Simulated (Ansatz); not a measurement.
The system is SiC (Moissanite).

```xyz
4
Lattice="3.0760 0.0000 0.0000 -1.5380 2.6639 0.0000 0.0000 0.0000 5.0480" Properties=species:S:1:pos:R:3 pbc="T T T"
Si    1.5380    0.8880    2.5240
Si    0.0000    1.7759    0.0000
C     1.5380    0.8880    4.4675
C     0.0000    1.7759    1.9435
```

```yaml
Program: Ansatz 0.2.0
Task: relaxation of cell and atoms
Functional: RPBE
Dispersion: D3(BJ)
Potentials_or_basis: Ansatz PAW
Cutoff: "420 eV (not typed: the program's choice for these potentials)"
k_mesh: 10 × 10 × 5
Occupations: fermi-dirac, width 0.05 eV
Spin: no spin polarisation
```

At the start: volume 10.34 Å³/atom.

Problem. How do energy, volume and symmetry change on relaxing?

Solution. It ends after 8 steps and the volume is 9.63 Å³/atom (-6.9 %); space group P6_3mc (No. 186, to 0.05 Å).

Step by step:
```
step  energy change (eV)  largest force (eV/Å)  volume (Å³)
   1              0.0000                0.7529        41.36
   2             -0.1370                0.4845        39.83
   3             -0.1813                0.1018        38.30
   4             -0.1843                0.0318        38.54
   5             -0.1844                0.0014        38.55
   6             -0.1815                0.0015        38.55
   7             -0.1815                0.0001        38.52
   8             -0.1815                0.0001        38.52
```

Final structure:
```
CELL_PARAMETERS angstrom
3.00557 0.00000 0.00000
-1.50279 2.60290 0.00000
0.00000 0.00000 4.92435
ATOMIC_POSITIONS crystal
Si 0.66667 0.33333 0.50452
Si 0.33333 0.66667 0.00452
C 0.66667 0.33333 0.88048
C 0.33333 0.66667 0.38048
```

Caveat: the plane-wave basis is chosen anew once the cell has moved, so the energies of steps on either side of that aren't comparable; the PAW data sets come from PBE, with cores solved anew for the run's functional, which leaves a small shift of forces and pressure.
